## What is being estimated

A quasiparticle level is the energy at which a crystal gives up an electron from a filled state or takes one into an empty state. For CdTe such levels were computed in two steps: first with the density functional PBE (the column "state start level"), then with one G0W0 correction ("state corrected level"). The correction replaces PBE's exchange-correlation potential by the self-energy, which contains exchange and the screened response of the other electrons. Each column counts from its own highest filled level, which lies at the centre of the reciprocal cell, called Γ. The numbers therefore tell how levels move relative to the valence top.

## Sizes worth remembering

The correction nearly doubles the gap of CdTe, from 0.86 to 1.62 eV. An empty level rises by about 0.7 eV, while a filled level sinks by only about 4 % of its depth below the valence top. Measured from the valence top, most of the change thus happens at the gap, and the shape of the filled band is hardly touched. A shift common to all levels would not show in these columns.

G0W0 in one step from PBE levels, computed with VASP 6.6.1 for CdTe (space group F-43m) without spin-orbit coupling, using the PAW potentials Cd_GW and Te_GW. The k mesh is 4×4×4, the plane-wave cutoff 450 eV and the response cutoff 150 eV, with 169 bands and 64 frequency points. Each column of levels counts from its own highest filled level.

| row | state k a (reciprocal cell vector) | state k b (reciprocal cell vector) | state k c (reciprocal cell vector) | state band | state start level (eV) | state corrected level (eV) | state weight z |
| --- | --- | --- | --- | --- | --- | --- | --- |
| 1 | 0.000 | 0.000 | 0.000 | top filled | 0.000 | 0.000 | 0.750 |
| 2 | 0.000 | 0.000 | 0.000 | first empty | 0.857 | 1.624 | 0.760 |
| 3 | 0.250 | 0.000 | 0.000 | top filled | -0.459 | -0.482 | 0.744 |
| 4 | 0.250 | 0.000 | 0.000 | first empty | 2.030 | 2.751 | 0.756 |
| 5 | 0.500 | 0.000 | 0.000 | top filled | -0.827 | -0.868 | 0.739 |
| 6 | 0.500 | 0.000 | 0.000 | first empty | 1.836 | 2.527 | 0.760 |
| 7 | 0.250 | 0.250 | 0.000 | top filled | -1.161 | -1.215 | 0.736 |
| 8 | 0.250 | 0.250 | 0.000 | first empty | 2.956 | 3.621 | 0.753 |
| 9 | 0.500 | 0.250 | 0.000 | top filled | -1.468 | -1.537 | 0.733 |
| 10 | 0.500 | 0.250 | 0.000 | first empty | 2.962 | 3.582 | 0.757 |
| 11 | -0.250 | 0.250 | 0.000 | top filled | -0.861 | -0.901 | 0.739 |
| 12 | -0.250 | 0.250 | 0.000 | first empty | 3.190 | 3.939 | 0.749 |
| 13 | 0.500 | 0.500 | 0.000 | top filled | -1.983 | -2.063 | 0.721 |
| 14 | 0.500 | 0.500 | 0.000 | first empty | 2.521 | 2.991 | 0.768 |
| 15 | -0.250 | 0.500 | 0.250 | top filled | -2.344 | -2.430 | 0.718 |
| 16 | -0.250 | 0.500 | 0.250 | first empty | 4.355 | 5.165 | 0.734 |

The three k coordinates are fractions of the reciprocal cell vectors. Three points on the zone boundary have names that are used below: L at (0.5, 0, 0), X at (0.5, 0.5, 0) and W at (-0.25, 0.5, 0.25).

## Why there is a step at the gap

A hydrogen atom shows the idea in its simplest form. Removing its electron costs roughly 14 eV, but adding a second electron to the same orbital gains less than 1 eV, because the newcomer is repelled by the electron already there. A calculation that puts half an electron of each spin into this orbital, in one common potential, has a single level for both processes and so no gap between them. The energy of a level depends on whether the electron is already present, and one shared potential cannot express that.

PBE places the filled and empty states of a crystal in one shared local potential too. The self-energy distinguishes them. Its exchange part couples a state to all the filled ones and lowers the filled states most, while an empty state profits much less. In hydrogen, with its single electron, this coupling simply removes the electron's repulsion with itself. In a crystal the result is a step between filled and empty levels, which widens the gap.

The analogy with hydrogen ends at the size of the step. In CdTe the valence charge is spread over whole bonds instead of one small atom, and the other electrons screen the interaction, so the step is less than 1 eV. This also gives the direction for a related semiconductor: weaker screening, which usually goes with a wider gap, means a larger step. The value 0.7 eV belongs to CdTe, whereas the step itself is general.

## What the weight Z does

The self-energy $\Sigma$ depends on the energy at which it is evaluated, and the corrected energy is not known beforehand. Let $\varepsilon$ be the PBE energy of a state, $E$ its corrected energy and $V_{xc}$ the PBE potential that is replaced, with $\Sigma$ and $V_{xc}$ averaged over the state. Expanding $\Sigma$ to first order around $\varepsilon$ gives

$$E-\varepsilon = Z\,[\Sigma(\varepsilon)-V_{xc}],\qquad Z=\frac{1}{1-\partial\Sigma/\partial\varepsilon}.$$

This $Z$ is the column "state weight z", and it lies between 0.72 and 0.77 in every row. About a quarter of the raw correction is therefore taken back. Since $Z$ is nearly the same on both sides of the gap, a step of 0.7 eV corresponds to a raw step of roughly $0.7/0.75\approx 0.9$ eV.

## The rule

From here on, $\varepsilon$ and $E$ are counted from the valence top, as in the table. For empty levels the simplest assumption is that all of them lie on the same side of the step and rise by one constant. For filled levels the correction is zero at the top, because the top is the zero of both columns. If it changes smoothly below, its first term is proportional to depth. This gives two constants:

$$E\approx\varepsilon+0.7\ \text{eV (empty)},\qquad E\approx 1.04\,\varepsilon\ \text{(filled)}.$$

Both are rounded from a least-squares fit to all sixteen levels. The step has the physical reason given above. The 4 % is a description, and the ratio drifts from 5 % near the top to below 4 % at W. Energy and orbital character change together down the valence band, and these levels cannot tell which of the two stretches it.

## Two levels by hand

Take the first empty level at (-0.25, 0.25, 0). PBE puts it at 3.190 eV, so the rule gives $3.190+0.7=3.890$ eV. The G0W0 value is 3.939 eV, and the estimate is 0.05 eV too low, a typical miss for an empty level.

Now take the top filled level at W, which PBE puts at −2.344 eV. The rule gives $1.04\times(-2.344)=-2.438$ eV, against −2.430 eV from G0W0. Both levels were part of the fit, so they show how to use the rule and do not test it independently.

## How well it does

For the filled levels below the top, the rule misses G0W0 by 0.007 eV (root mean square). Leaving these levels where PBE put them would miss by 0.06 eV. For the empty levels the figure is 0.10 eV, about a seventh of the shift that is being estimated.

A harder test takes the shift of the empty level at Γ, which is the opening of the gap, and applies it to the other seven empty levels. The root mean square miss then grows to 0.14 eV, and the largest miss, at X, is 0.30 eV. Someone who has the PBE levels and, from G0W0, only the corrected gap can thus place the rest of this band to one or two tenths of an electronvolt, except at X. The printed output after this text lists the miss of the rounded rule for each level.

## Where the constant shift fails

The empty level at X rises by only 0.47 eV, and the rule places it 0.23 eV too high. Its energy alone does not explain this. The empty levels at (0.25, 0, 0) and (0.25, 0.25, 0) lie below and above it in PBE, and both rise by about 0.7 eV. Orbital character is a plausible reason. At Γ, symmetry builds the lowest empty level from s orbitals of both elements and keeps p orbitals out, while at X it combines s orbitals of one element with p orbitals of the other. That this difference causes the smaller rise was not tested here.

The failure matters when two empty levels are compared. A constant shift leaves the distance between them as PBE had it, which puts X 1.66 eV above the lowest empty level. G0W0 reduces this distance to 1.37 eV. The rule is therefore suited to energies that cross the gap, where the step dominates, and poorly suited to the distance between two conduction valleys, where the step cancels.

## From the estimate to the material

The accuracies above are relative to this G0W0 calculation, which leaves out spin-orbit coupling. In CdTe that coupling splits the threefold valence top by roughly 0.9 eV. Two of the three levels move up and one moves down, with their average fixed, so the top rises by a third of the splitting, about 0.3 eV. The corrected gap then falls from 1.62 to about 1.3 eV.

This matters in thin-film solar cells, where CdTe absorbs the light and its gap sets the longest wavelength that can be used. The measured gap is roughly 1.5 eV at room temperature and somewhat larger in the cold, which is the fairer comparison for a calculation with atoms at rest. The 1.62 eV found here looks close to it only because spin-orbit coupling is missing. The crystal cell used here is also about 1 % shorter along its edge than the measured one, and compression widens this gap. A gap estimated with the rule should have the spin-orbit term subtracted before it is compared with an absorption edge.

The constants were fitted to the two bands next to the gap, from 2.3 eV below the valence top to 4.4 eV above it. The narrow Cd 4d levels lie far deeper, and such localised shells have a self-energy of their own, so the factor 1.04 should not be carried down to them. The number of empty bands, the response cutoff and the k mesh are working values short of convergence. A tighter calculation may shift the 0.7 eV itself, which makes a second decimal in that constant pointless.

Numerical output:

```
fit of shift on 16 rows: coefficient of step 0.6866 +/- 0.027, coefficient of depth 0.04141 +/- 0.02; rms 0.0702, worst 14 0.217, leave-one-out rms 0.0803
fit of shift on 16 rows: coefficient of step 0.661 +/- 0.078, coefficient of depth 0.04141 +/- 0.02, coefficient of height 0.009897 +/- 0.028; rms 0.0699, worst 14 0.216, leave-one-out rms 0.103
Rule of thumb against G0W0 in eV:
  row  computed shift  rule level  G0W0 level  rule less G0W0
    1               0           0           0               0
    2           0.767       1.557       1.624          -0.067
    3          -0.023     -0.4774      -0.482         0.00464
    4           0.721        2.73       2.751          -0.021
    5          -0.041     -0.8601      -0.868         0.00792
    6           0.691       2.536       2.527           0.009
    7          -0.054      -1.207      -1.215         0.00756
    8           0.665       3.656       3.621           0.035
    9          -0.069      -1.527      -1.537         0.01028
   10            0.62       3.662       3.582            0.08
   11           -0.04     -0.8954      -0.901         0.00556
   12           0.749        3.89       3.939          -0.049
   13           -0.08      -2.062      -2.063         0.00068
   14            0.47       3.221       2.991            0.23
   15          -0.086      -2.438       -2.43        -0.00776
   16            0.81       5.055       5.165           -0.11
rms miss of the rule for the eight empty levels (eV): 0.1
median size of miss for the eight empty levels (eV): 0.058
rms miss of the rule for the seven filled levels below the top (eV): 0.006956
rms miss of these seven if they are left unshifted (eV): 0.0601
opening of the gap at Gamma (eV): 0.767
rms miss of the other seven empty levels with the Gamma shift (eV): 0.1364
largest miss with the Gamma shift, at X (eV): 0.297
height of the X valley above the band edge in PBE (eV): 1.664
height of the X valley above the band edge in G0W0 (eV): 1.367
correlation of shift with start level, empty levels: 0.09756
largest over smallest shift, empty levels: 1.723
largest over smallest weight Z, empty levels: 1.046
rough G0W0 gap after a spin-orbit rise of 0.3 eV (eV): 1.324
```
